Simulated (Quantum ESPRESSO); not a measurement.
LiH: changing the functional

```cif
data_structure
_symmetry_space_group_name_H-M 'P 1'
_symmetry_Int_Tables_number 1
_cell_length_a 2.8804
_cell_length_b 2.8804
_cell_length_c 2.8804
_cell_angle_alpha 60.000
_cell_angle_beta 60.000
_cell_angle_gamma 60.000
_cell_volume 16.90
loop_
_atom_site_label
_atom_site_type_symbol
_atom_site_fract_x
_atom_site_fract_y
_atom_site_fract_z
_atom_site_occupancy
Li1 Li 0.00000 0.00000 0.00000 1
H1 H 0.50000 0.50000 0.50000 1
```

Kept alike: task dielectric tensor; k mesh 8 × 8 × 8, shifted; occupations fermi-dirac, width 0.05 eV; no spin polarisation. Program: Quantum ESPRESSO, potentials by row: GBRV 1.5 PBE (AM05, BLYP, PBE, WC); GBRV 1.5 PBEsol (PBEsol), cutoff 612 eV. The mesh is that of the run's cell of 2 atoms. No spin-orbit coupling.

```csv
functional,electronic dielectric constant (mean of the diagonal)
AM05,4.48
BLYP,3.85
PBE,4.25
PBEsol,4.48
WC,4.39
```

Runs of this series that gave no sound value for these columns are left out. Potentials were made for PBE (AM05, BLYP, PBE, WC); PBEsol (PBEsol).

**Question.** What does the functional change here?

**Answer.** The electronic dielectric constant runs from 3.85 (BLYP) to 4.48 mean of the diagonal (AM05; PBEsol). From PBE: AM05 +0.23; BLYP -0.40; PBEsol +0.23; WC +0.14.
